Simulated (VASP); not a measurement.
# InPd under changes of volume

One of the cells (17.513 Å³/atom); the others are scaled copies at fixed shape and fractional positions:

```
In Pd
1.0
     3.27188    0.00000    0.00000
     0.00000    3.27188    0.00000
     0.00000    0.00000    3.27188
In Pd
1 1
Direct
  0.00000 0.00000 0.00000
  0.50000 0.50000 0.50000
```

The cell comes from a database or a generator and needn't be the stable form of this composition.

```yaml
Program: VASP 6.6.1
Functional: r2SCAN
Potentials_or_basis: VASP PAW PBE potentials, release 64 (In_d, Pd)
Cutoff: 520 eV
k_mesh: 8 × 8 × 8
Occupations: fermi-dirac, width 0.05 eV
Spin: no spin polarisation
```

```tsv
volume (Å³/atom)	energy over the lowest point (meV/atom)	pressure (GPa)
16.813	?	?
17.163	3.17	2.8
17.513	0.00	0.0
17.863	2.68	-2.5
18.214	10.52	-4.7
```

What does the run at 16.813 Å³/atom give?

Energy over the lowest point 13.01 meV/atom; pressure 6.1 GPa.

Worked out: A Birch-Murnaghan fit of order 2 (a polynomial in V^(-2/3)) to the other rows has its minimum at 17.52 Å³/atom with B0 = V·E''(V) = 132 GPa. It gives 12.67 meV/atom at 16.813 Å³/atom, against the run's 13.01, and -dE/dV = 5.9 GPa, against 6.1.

Energies are extrapolated to zero smearing.

Caveats: the PAW data sets were made with another functional, which shifts forces and pressure a little.
